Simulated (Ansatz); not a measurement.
The system is Pd.

```xyz
2
Lattice="2.7837 0.0000 0.0000 -1.3918 2.4107 0.0000 0.0000 0.0000 4.6289" Properties=species:S:1:pos:R:3 pbc="T T T"
Pd    0.0000    1.6071    1.1572
Pd    1.3918    0.8036    3.4717
```

This isn't the form of Pd at room conditions, which is fcc.

- Program: Ansatz 0.2.0
- Task: relaxation of cell and atoms
- Functional: HSE06
- Potentials or basis: Ansatz PAW
- Cutoff: 420 eV (not typed: the program's choice for these potentials)
- k mesh: 6 × 6 × 3
- Occupations: fermi-dirac, width 0.05 eV
- Spin: no spin polarisation

At the start: volume 15.53 Å³/atom.

Task: How do energy, volume and symmetry change on relaxing?

Result: It ends after 8 steps and the volume is 14.83 Å³/atom (-4.5 %); space group P6_3/mmc (No. 194, to 0.05 Å).

Step by step:
```tsv
step	energy change (eV)	largest force (eV/Å)	volume (Å³)
1	0.0000	0.0000	31.06
2	-0.0235	0.0000	28.47
3	-0.0492	0.0000	29.76
4	-0.0504	0.0000	29.65
5	-0.0504	0.0000	29.65
6	-0.0474	0.0000	29.65
7	-0.0473	0.0000	29.66
8	-0.0474	0.0000	29.66
```

Final structure:
```yaml
crystal:
  lattice:
    - [2.71217, 0.00000, 0.00000]
    - [-1.35608, 2.34881, 0.00000]
    - [0.00000, 0.00000, 4.65526]
  atoms:
    - { symbol: Pd, position: [0.33333, 0.66667, 0.25000] }
    - { symbol: Pd, position: [0.66667, 0.33333, 0.75000] }
```

Caveat: the k mesh is coarse (spacing up to 0.45 Å⁻¹), so the values aren't converged, least of all with exact exchange; the plane-wave basis is chosen anew once the cell has moved, so the energies of steps on either side of that aren't comparable; the PAW data sets come from PBE, with cores solved anew for the run's functional, which leaves a small shift of forces and pressure.
